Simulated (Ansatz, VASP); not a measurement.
Mg in VASP and in Ansatz

```
Mg
1.0
     3.24136    0.00000    0.00000
    -1.62068    2.80710    0.00000
     0.00000    0.00000    5.21033
Mg
2
Direct
  0.33333 0.66667 0.25000
  0.66667 0.33333 0.75000
```

Change from the starting cell: equal xx and yy strain of +1 %.

Alike in both runs: task single point; functional LDA; k mesh 12 × 12 × 7; occupations fermi-dirac, width 0.05 eV; no spin polarisation.

|  | VASP | Ansatz |
| --- | --- | --- |
| version | VASP 6.6.1 | Ansatz 0.2.0 |
| potentials or method | VASP PAW LDA potentials, release 64 (Mg), cutoff 520 eV | all-electron LAPW, scalar-relativistic |

```csv
,VASP,Ansatz,Ansatz less VASP
pressure (GPa),-3.4,-3.0,+0.34
largest component of the traceless stress (GPa),0.26,0.26,-0.002
```

Ansatz ran all-electron here, so the differences hold the error of VASP's frozen core and of both bases.
